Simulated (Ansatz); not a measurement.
A plane-wave DFT run in Ansatz 0.2.0 (scalar-relativistic PAW potentials unless the input names others): input and command.

```yaml
crystal:
  lattice:
    - [3.7097352756, -3.7097352756, 0.0]
    - [3.7097352756, 3.7097352756, 0.0]
    - [-3.7097352756, 0.0, 4.5711281958]
  atoms:
    - { symbol: H, position: [0.4649733664, 0.4449237193, 0.9082493008] }
    - { symbol: H, position: [0.2068354173, 0.6906701973, 0.4016653618] }
    - { symbol: H, position: [0.9538079905, 0.9566677515, 0.9218388103] }
    - { symbol: H, position: [0.7112794215, 0.2310088187, 0.4234234113] }
    - { symbol: H, position: [0.0459157279, 0.0565285735, 0.0862666997] }
    - { symbol: H, position: [0.8058698438, 0.2954963059, 0.597259673] }
    - { symbol: H, position: [0.529033836, 0.5345744855, 0.0685682983] }
    - { symbol: H, position: [0.2822843967, 0.7901301484, 0.5927284449] }
basis:
  ecutwfc: 420
kpoints:
  mp_grid: { grid: [6, 6, 6] }
hamiltonian:
  xc: pbe
scf:
  occupations: { method: gaussian, width: 0.05 }
  max_iter: 3
output:
  forces: true
  eigenvalues: true
  stress: true
```

```bash
ansatz run input.yaml --threads 1 --pin off --max-ram 2560MiB --backend cpu --events-out ev --progress --plain --runs-dir out
```

Abridged log:
```
Pseudopotentials: kind: paw
Pseudopotential: H, paw, valence charge 1, recommended cutoff 420 eV (normal)
Functional definition: PBE
Crystal: 8 atoms, lattice volume = 125.817 Å³
Basis set: ecut = 420 eV, 2463 PW (Γ), exchange–correlation on 72×72×80 points (8 copies of the dense FFT grid, shifted against one another)
Bands: 12, of which v1, the nominal top of the filled ones, is band 4 counted from 1 (3 counted from 0)
Symmetry: 1 space group operations
Space group: P1 (ITA 1), of the structure as read, at distance tolerance 5.0e-5 Å
k-points: 112 of 216 (time reversal used)
Initial density: superposition of atomic densities (neutral atoms: chi_scale 0, normalization atom), corrected by the library's trained network
Initial wavefunctions: pseudopotential atomic-orbital guess
Functional: x = pbe(κ = 0.804, μ = 0.21951497), c = pbe(β = 0.06672455)
SCF iter   1: F=—  HF=-126.775853 eV  |F-HF|=—  |Δ(HF+E_count)|=         —  Δρ=7.08e-4  dr2=9.35e-4  ethr=1.77e-3  ⟨swp⟩=4.3  Hψ=15705  notcnv=0
SCF iter   2: F=—  HF=-126.776057 eV  |F-HF|=—  |Δ(HF+E_count)|=   2.04e-4  Δρ=2.56e-4  dr2=1.15e-4  ethr=1.17e-5  ⟨swp⟩=3.4  Hψ=7173  notcnv=0
SCF iter   3: F=—  HF=-126.776333 eV  |F-HF|=—  |Δ(HF+E_count)|=   2.76e-4  Δρ=7.46e-5  dr2=4.43e-6  ethr=1.44e-6  ⟨swp⟩=3.2  Hψ=6621  notcnv=0
```

Q: What is wrong with this input?

A: The fault is too few SCF iterations (scf.max_iter: not typed → 3, the first being the value of the sound run). Setting it back cures it. The log, from which this was withheld above, says: «Error: did not converge after 3 iterations: dr2 = 4.43e-6 (threshold 1.00e-7), under the density mixer `msr1`, which `scf.mixing.algorithm: auto` chose by the deck's other keys (type `scf.mixing.algorithm: msr1` to keep it); raise `scf.max_iter`, which need not help a stalled SCF, or adjust the mixing (`scf.mixing`) or, under a smearing, its width (`scf.occupations.width` …» The run stopped without converging. A reference run from the same start on usual settings converged with pressure -1.60 GPa, largest force 3.020 eV/Å, gap on the mesh 8.53 eV.

It took 14 s on 1 thread of Arm Neoverse V1, on a shared host, peak memory 0.43 GiB.